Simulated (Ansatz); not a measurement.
A trial cell of Mg2H3, before relaxation:

```cif
data_structure
_symmetry_space_group_name_H-M 'Amm2'
_symmetry_Int_Tables_number 38
_cell_length_a 4.1115
_cell_length_b 6.8296
_cell_length_c 4.4211
_cell_angle_alpha 90.000
_cell_angle_beta 90.000
_cell_angle_gamma 90.000
_cell_volume 124.15
loop_
_atom_site_label
_atom_site_type_symbol
_atom_site_symmetry_multiplicity
_atom_site_Wyckoff_symbol
_atom_site_fract_x
_atom_site_fract_y
_atom_site_fract_z
_atom_site_occupancy
Mg1 Mg 4 e 0.50000 0.68491 0.36879 1
H1 H 2 a 0.00000 0.00000 0.68511 1
H2 H 4 c 0.82059 0.00000 0.12523 1
```

Method: DFT PBE, scalar-relativistic, plane waves, PAW (Ansatz). Cutoff 420 eV, Gaussian smearing, Γ-centred meshes. Cell and atoms relax first on a coarse mesh and then on a finer one. In between, the cell is made exact in the group found at 0.06 Å. In metals the finer mesh still leaves noise of several meV/atom or more. The steps can't lower the symmetry of their start. No spin polarisation.

A guess keeps its type if space group and coordination stay and the shape of the cell changes little (axis ratios within about 15 %, angles within 6°); the volume may change.

Problem. Does it keep its structure type, or change into something else?

Solution. It doesn't keep its type. The symmetry goes from Amm2 (No. 38) to Cmmm (No. 65). The volume per atom grows by 19.9 %, from 12.4 to 14.9 Å³. The shortest distance goes from 1.48 Å (H–H) to 0.76 Å (H–H). The end holds H–H pairs as short as in free H₂ molecules (shortest 0.76 Å). Counting neighbours within 15 % of an atom's shortest distance, the start has H 1/2, Mg 4 and the end H 1/4, Mg 2. In detail, at the end Mg has 2 H at 2.18 Å; H on a site of symmetry mmm has 4 Mg at 2.18 Å; H on a site of symmetry mm2 is surrounded by 1 H at 0.76 Å.

```yaml
crystal:
  lattice:
    - [2.64857, -4.82370, 0.00000]
    - [2.64857, 4.82370, 0.00000]
    - [0.00000, 0.00000, 2.91360]
  atoms:
    - { symbol: Mg, position: [0.83137, 0.16863, 0.50000] }
    - { symbol: Mg, position: [0.16863, 0.83137, 0.50000] }
    - { symbol: H, position: [0.00000, 0.00000, 0.00000] }
    - { symbol: H, position: [0.50000, 0.50000, 0.13008] }
    - { symbol: H, position: [0.50000, 0.50000, 0.86992] }
```

The zero of energy is the elements' standard structures at the same level (H₂ as a molecule); no fitted shifts are applied.

Problem. At what energy does it end?

Solution. +0.23 eV/atom. The separate elements lie lower, so it is unstable against them.

The last run used an 8×8×12 mesh (in the run's order of axes) for its 5-atom cell and Gaussian smearing of 0.10 eV. The cell is a metal run without spin; a magnetic state may lie lower. With hydrogen, zero-point motion can shift formation energies by some tens of meV/atom. Symmetry constrained the relaxation, so the result can be a saddle point.

In counts of neighbours, a slash parts the counts of unlike sites.
